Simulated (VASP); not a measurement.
# ZrH (I-4m2) in VASP: a series of runs

One crystal, ZrH, is run at these levels: r2SCAN; tasks: single point.

Program: VASP 6.6.1. These are calculated values, not measurements. Logs are shortened: lines on timing, memory, paths and dates and some standing lists are left out, and cuts for length are marked.

## 1. Starting point

The structure is tetragonal, space group I-4m2 (No. 119). The conventional cell has a = 3.288 Å, b = 3.288 Å, c = 5.009 Å, α = 90.00°, β = 90.00°, γ = 90.00°. Zr (site symmetry -4m2) has 4 H at 2.07 Å as nearest neighbours. H (site symmetry -4m2) has 4 Zr at 2.07 Å as nearest neighbours.

The cell comes from a database or a generator and needn't be the stable form of this composition.

## 2. Single point, r2SCAN

INCAR reads:

```
SYSTEM = ZrH
PREC = Accurate
ENCUT = 900
EDIFF = 1E-8
ISMEAR = 0
SIGMA = 0.02
LREAL = .FALSE.
LASPH = .TRUE.
NELM = 100
ALGO = Normal
ISIF = 2
LWAVE = .FALSE.
LCHARG = .FALSE.
METAGGA = R2SCAN
LMIXTAU = .TRUE.
NBANDS = 14
ADDGRID = .FALSE.
```

KPOINTS reads:

```
Automatic mesh
0
G
  8 8 8
  0 0 0
```

POSCAR reads:

```
ZrH
1.0
   -1.6439080000      1.6439080000      2.5043990000
    1.6439080000     -1.6439080000      2.5043990000
    1.6439080000      1.6439080000     -2.5043990000
Zr H
1 1
Direct
    0.0000000000      0.0000000000      0.0000000000
    0.7500000000      0.2500000000      0.5000000000
```

Potentials or basis: VASP PAW PBE potentials, release 64 (Zr_sv, H_s).

Command:

```console
$ cat potpaw_PBE.64/Zr_sv/POTCAR potpaw_PBE.64/H_s/POTCAR > POTCAR
$ mpirun -np 1 vasp_std > vasp.out
```

OUTCAR:

```text
SYSTEM = ZrH
   PREC = Accurate
   ENCUT = 900
   EDIFF = 1E-8
   ISMEAR = 0
   LREAL = .FALSE.
   LASPH = .TRUE.
   NELM = 100
   ISIF = 2
   METAGGA = R2SCAN

 ion  position               nearest neighbor table
   1  0.000  0.000  0.000-   2 2.07   2 2.07   2 2.07   2 2.07
   2  0.750  0.250  0.500-   1 2.07   1 2.07   1 2.07   1 2.07

  LATTYP: Found a body centered tetragonal cell.
 ALAT       =     3.2878160000
 C/A-ratio  =     1.5234423094

  Lattice vectors:

 A1 = (  -1.6439080000,   1.6439080000,   2.5043990000)
 A2 = (   1.6439080000,  -1.6439080000,   2.5043990000)
 A3 = (   1.6439080000,   1.6439080000,  -2.5043990000)

Analysis of symmetry for initial positions (statically):
=====================================================================
 Subroutine PRICEL returns:
 Original cell was already a primitive cell.

 Routine SETGRP: Setting up the symmetry group for a
 body centered tetragonal supercell.

 Subroutine GETGRP returns: Found  8 space group operations
 (whereof  8 operations were pure point group operations)
 out of a pool of 16 trial point group operations.

The static configuration has the point symmetry D_2d.

Analysis of symmetry for dynamics (positions and initial velocities):
=====================================================================
 Subroutine PRICEL returns:
 Original cell was already a primitive cell.

 Routine SETGRP: Setting up the symmetry group for a
 body centered tetragonal supercell.

 Subroutine GETGRP returns: Found  8 space group operations
 (whereof  8 operations were pure point group operations)
 out of a pool of 16 trial point group operations.

The dynamic configuration has the point symmetry D_2d.

 Subroutine INISYM returns: Found  8 space group operations
 (whereof  8 operations are pure point group operations),
 and found     1 'primitive' translations

----------------------------------------------------------------------------------------

                                     Primitive cell

  volume of cell :      27.0719

  direct lattice vectors                    reciprocal lattice vectors
    -1.643908000  1.643908000  2.504399000     0.000000000  0.304153274  0.199648698
     1.643908000 -1.643908000  2.504399000     0.304153274  0.000000000  0.199648698
     1.643908000  1.643908000 -2.504399000     0.304153274  0.304153274  0.000000000

  length of vectors
     3.417145209  3.417145209  3.417145209     0.363825256  0.363825256  0.430137685

  position of ions in fractional coordinates (direct lattice)
     0.000000000  0.000000000  0.000000000
     0.750000000  0.250000000  0.500000000

  ion indices of the primitive-cell ions
   primitive index   ion index
                 1           1
                 2           2

----------------------------------------------------------------------------------------

 KPOINTS: Automatic mesh

Automatic generation of k-mesh.
 Grid dimensions read from file:
 generate k-points for:    8    8    8

 Generating k-lattice:

  Cartesian coordinates                     Fractional coordinates (reciprocal lattice)
     0.000000000  0.038019159  0.024956087     0.125000000  0.000000000  0.000000000
     0.038019159  0.000000000  0.024956087     0.000000000  0.125000000  0.000000000
     0.038019159  0.038019159  0.000000000     0.000000000  0.000000000  0.125000000

  Length of vectors
     0.045478157  0.045478157  0.053767211

  Shift w.r.t. Gamma in fractional coordinates (k-lattice)
     0.000000000  0.000000000  0.000000000

 Subroutine IBZKPT returns following result:
 ===========================================

 Found     59 irreducible k-points:

 Following reciprocal coordinates:
            Coordinates               Weight
  0.000000  0.000000  0.000000      1.000000
  0.125000  0.000000  0.000000      8.000000
  0.250000  0.000000  0.000000      8.000000
  0.375000  0.000000  0.000000      8.000000
  0.500000  0.000000  0.000000      4.000000
  0.125000  0.125000  0.000000      8.000000
[... 16 lines left out ...]
  0.250000  0.125000  0.125000     16.000000
  0.375000  0.125000  0.125000      8.000000
 [... further k-points ...]
   k-points           NKPTS =     59   k-points in BZ     NKDIM =     59   number of bands    NBANDS=     14
   number of dos      NEDOS =    301   number of ions     NIONS =      2
   total plane-waves  NPLWV =  46656
   dimension x,y,z NGX =    36 NGY =   36 NGZ =   36
   dimension x,y,z NGXF=    72 NGYF=   72 NGZF=   72
   ions per type =               1   1
   NGX,Y,Z   is equivalent  to a cutoff of  17.51, 17.51, 17.51 a.u.
   NGXF,Y,Z  is equivalent  to a cutoff of  35.03, 35.03, 35.03 a.u.
 SYSTEM =  ZrH
   PREC   = accura    normal or accurate (medium, high low for compatibility)
   ISTART =      0    job   : 0-new  1-cont  2-samecut
   ICHARG =      2    charge: 1-file 2-atom 10-const
   ISPIN  =      1    spin polarized calculation?
   LNONCOLLINEAR =      F non collinear calculations
   LSORBIT =      F    spin-orbit coupling
   LASPH  =      T    aspherical Exc in radial PAW
   ENCUT  =  900.0 eV  66.15 Ry    8.13 a.u.   8.36  8.36  8.36*2*pi/ulx,y,z
   NELM   =    100;   NELMIN=  2; NELMDL= -5     # of ELM steps
   EDIFF  = 0.1E-07   stopping-criterion for ELM
   LREAL  =      F    real-space projection
   EDIFFG = 0.1E-06   stopping-criterion for IOM
   NSW    =      0    number of steps for IOM
   IBRION =     -1    ionic relax: 0-MD 1-quasi-New 2-CG
   NFREE  =      0    steps in history (QN), initial steepest desc. (CG)
   ISIF   =      2    stress and relaxation
   ISYM   =      2    0-nonsym 1-usesym 2-fastsym
   POTIM  = 0.5000    time-step for ionic-motion
   TEBEG  =    0.0;   TEEND  =   0.0 temperature during run
   PSTRESS=    0.0 pullay stress
   NELECT =      13.0000    total number of electrons
   NUPDOWN=      -1.0000    fix difference up-down
   EMIN   =  10.00;   EMAX   =-10.00  energy-range for DOS
   EFERMI =   0.00;   METHOD = LEGACY
   ISMEAR =     0;   SIGMA  =   0.02  broadening in eV -4-tet -1-fermi 0-gaus
   EFERMI_NEDOS =   21; number of points for ismear=-14 and -15
   IALGO  =     38    algorithm
   IMIX   =      4    mixing-type and parameters
     AMIX     =   0.40;   BMIX     =  1.00
     AMIX_MAG =   1.60;   BMIX_MAG =  1.00
  volume/ion in A,a.u.               =      13.54        91.35
  Fermi-wavevector in a.u.,A,eV,Ry     =   1.281985  2.422601 22.360995  1.643487
  Thomas-Fermi vector in A             =   2.414323
   LORBIT       =      0    0 simple, 1 ext, 2 COOP (PROOUT), +10 PAW based schemes
   METAGGA = R2SCAN    functional components
   LHFCALC =     F    Hartree Fock is set to
   AEXX    =    0.0000 exact exchange contribution
   IVDW    =     0    specifies the selected vdW correction
   LEPSILON=     F    determine dielectric tensor
   LRPA    =     F    only Hartree local field effects (RPA)
 non-spin polarized calculation
 Gauss-broadening in eV      SIGMA  =   0.02
  energy-cutoff  :      900.00
  volume of cell :       27.07
 maximum number of plane-waves:      1684
 NGX is ok and might be reduce to    36
   NGX = 17   NGY = 17   NGZ = 17

 number of electron      13.0000000 magnetization

 Free energy of the ion-electron system (eV)
  ---------------------------------------------------
  ext. energy  EPLUGINS =         0.00000000
  ---------------------------------------------------
  free energy    TOTEN  =       -26.98759154 eV

  energy without entropy =      -26.98711117  energy(sigma->0) =      -26.98735136

 E-fermi :   7.6601     XC(G=0): -11.6602

 val. band max:        7.6583183920   @ k =   0.3750   0.3750   0.0000
 cond. band min:       7.6796006080   @ k =   0.5000   0.2500   0.1250
 fundamental gap:      0.0212822160
 Fermi energy:         7.6601033237

 k-point     1 :       0.0000    0.0000    0.0000
  band No.  band energies     occupation
      1     -42.9090      2.00000
      2     -19.9076      2.00000
      3     -19.8804      2.00000
      4     -19.8804      2.00000
      5      -0.6072      2.00000
      6       7.9898      0.00000
      7       8.6832      0.00000
      8       8.6832      0.00000
      9      10.2707      0.00000
     10      11.3700      0.00000
     11      11.7207      0.00000
     12      20.7378      0.00000
     13      22.4715      0.00000
     14      22.4715      0.00000

 k-point     2 :       0.1250    0.0000    0.0000
  band No.  band energies     occupation
      1     -42.8965      2.00000
      2     -19.9944      2.00000
      3     -19.9159      2.00000
      4     -19.8883      2.00000
      5      -0.2627      2.00000
      6       7.4944      2.00000
      7       8.4200      0.00000
      8       8.8825      0.00000
      9      10.2519      0.00000
     10      11.1413      0.00000
     11      12.9959      0.00000
     12      20.2337      0.00000
     13      22.0936      0.00000
     14      23.3072      0.00000

 k-point     3 :       0.2500    0.0000    0.0000
  band No.  band energies     occupation
      1     -42.8661      2.00000
      2     -20.2397      2.00000
      3     -19.9580      2.00000
      4     -19.9072      2.00000
      5       0.5281      2.00000
      6       6.6326      2.00000
      7       8.4574      0.00000
      8       9.1538      0.00000
      9      10.6333      0.00000
     10      11.0149      0.00000
     11      14.5726      0.00000
     12      18.9329      0.00000
     13      23.3770      0.00000
     14      23.9837      0.00000
[... 324 lines left out ...]
 k-point    23 :       0.2500    0.1250    0.1250
  band No.  band energies     occupation
      1     -42.8146      2.00000
      2     -20.4240      2.00000
      3     -20.1430      2.00000
      4     -20.0246      2.00000
      5       1.6368      2.00000
      6       6.3601      2.00000
      7       7.6407      1.83070
      8       9.4000      0.00000
      9      11.1091      0.00000
     10      12.7835      0.00000
     11      16.3690      0.00000
     12      17.5137      0.00000
     13      19.9014      0.00000
     14      22.1808      0.00000

 k-point    24 :       0.3750    0.1250    0.1250
  band No.  band energies     occupation
      1     -42.8040      2.00000
      2     -20.4874      2.00000
      3     -20.1547      2.00000
      4     -20.0482      2.00000
      5       1.7831      2.00000
      6       6.6740      2.00000
      7       7.4148      2.00000
      8       9.2539      0.00000
      9      11.8706      0.00000
     10      13.2741      0.00000
     11      15.1707      0.00000
     12      17.4364      0.00000
     13      19.9853      0.00000
     14      20.8206      0.00000

 [... further k-points ...]

------------------------ aborting loop because EDIFF is reached ----------------------------------------

  FORCE on cell =-STRESS in cart. coord.  units (eV):
  Direction    XX          YY          ZZ          XY          YZ          ZX
  --------------------------------------------------------------------------------------
  -------------------------------------------------------------------------------------
  Total       -0.1576209     -0.1576209     -0.3671175      0.0000000      0.0000000      0.0000000
  in kB       -9.3283717     -9.3283717    -21.7268674      0.0000000      0.0000000      0.0000000
  external PRESSURE =     -13.4612036 kB  Pullay stress =       0.0000000 kB

 VOLUME and BASIS-vectors are now :
 -----------------------------------------------------------------------------
  energy-cutoff  :      900.00
  volume of cell :       27.07
      direct lattice vectors                 reciprocal lattice vectors
    -1.643908000  1.643908000  2.504399000     0.000000000  0.304153274  0.199648698
     1.643908000 -1.643908000  2.504399000     0.304153274  0.000000000  0.199648698
     1.643908000  1.643908000 -2.504399000     0.304153274  0.304153274  0.000000000

 POSITION                                       TOTAL-FORCE (eV/Angst)
 -----------------------------------------------------------------------------------
      0.00000      0.00000      0.00000        -0.000000     -0.000000      0.000000
     -0.00000      1.64391      1.25220         0.000000      0.000000     -0.000000
 -----------------------------------------------------------------------------------
    total drift:                                0.000000     -0.000000      0.000000

  FREE ENERGIE OF THE ION-ELECTRON SYSTEM (eV)
  ---------------------------------------------------
  free  energy   TOTEN  =       -26.9875915373 eV

  energy  without entropy=      -26.9871111739  energy(sigma->0) =      -26.98735136
```

Run time: 2.4 min. Hardware: 1 thread of Intel Xeon 6975P-C (Granite Rapids), shared host; peak memory 0.25 GiB.

Results:

* Free energy: -26.9876 eV
* Pressure: -1.3 GPa
* Band gap on the k mesh: none (metal or under the smearing width)

Levels at points of the mesh, in eV from the Fermi level:
| k point | band 3 | band 4 | band 5 | band 6 | band 7 | band 8 | band 9 | band 10 |
| --- | --- | --- | --- | --- | --- | --- | --- | --- |
| (0.00, 0.00, 0.00) | -27.54 | -27.54 | -8.27 | 0.33 | 1.02 | 1.02 | 2.61 | 3.71 |
| (0.50, 0.00, 0.00) | -27.68 | -27.59 | -6.34 | -0.56 | 0.42 | 1.20 | 4.47 | 4.78 |
| (0.50, 0.50, 0.00) | -27.85 | -27.76 | -5.78 | -2.65 | 0.70 | 4.53 | 4.65 | 5.27 |
| (0.50, 0.50, 0.50) | -27.72 | -27.72 | -5.66 | -2.73 | -0.06 | 4.85 | 4.91 | 4.91 |

Caveat: the PAW data sets were made with another functional, which shifts forces and pressure a little.

## 3. Single point, r2SCAN

Changes to INCAR since step 2:

```diff
@@ -2,6 +2,6 @@
 PREC = Accurate
-ENCUT = 900
-EDIFF = 1E-8
+ENCUT = 250
+EDIFF = 1E-6
 ISMEAR = 0
-SIGMA = 0.02
+SIGMA = 0.05
 LREAL = .FALSE.
```

KPOINTS reads:

```
Automatic mesh
0
G
  3 3 3
  0 0 0
```

POSCAR is that of step 2.

Potentials or basis: VASP PAW PBE potentials, release 64 (Zr_sv, H_s).

Command:

```console
$ cat potpaw_PBE.64/Zr_sv/POTCAR potpaw_PBE.64/H_s/POTCAR > POTCAR
$ mpirun -np 1 vasp_std > vasp.out
```

Wall time 6.9 s (1 thread of Intel Xeon 6975P-C (Granite Rapids), shared host); peak memory 0.12 GiB.

These settings aren't checked as converged: the numbers below hold their error.

Results:

```
Free energy            : -27.0805 eV
Band gap on the k mesh : none (metal or under the smearing width)
```

Caveat: the k mesh is coarse (spacing up to 0.90 Å⁻¹), so the values aren't converged; the cutoff is under 1.25 times the usual one of these potentials, so pressure, stress and relaxed cells hold a basis-set (Pulay) error; the PAW data sets were made with another functional, which shifts forces and pressure a little.

(Continued in part 2 of 2.)
